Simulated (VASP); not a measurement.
```xyz
2
Lattice="0.0000 3.0100 3.0100 3.0100 0.0000 3.0100 3.0100 3.0100 0.0000" Properties=species:S:1:pos:R:3 pbc="T T T"
Li     0.0000     0.0000     0.0000
I      3.0100     3.0100     3.0100
```

All values below come from HSEsol screened hybrid, VASP's PBE PAW potentials (set 64) (plane waves; VASP). Settings: 520 eV cut-off, 6×6×6 Γ-centred mesh, Gaussian smearing of 0.050 eV, potentials Li_sv I.

Task: Give the stress tensor in GPa (positive for a compressed cell).

Result: 
```
-1.19   0.00   0.00
 0.00  -1.19   0.00
 0.00   0.00  -1.19
```
The pressure is its mean diagonal, -1.19 GPa.

The compound is LiI in the rock salt structure. The cell was not relaxed at this level. The cell's shape comes from a PBE relaxation.
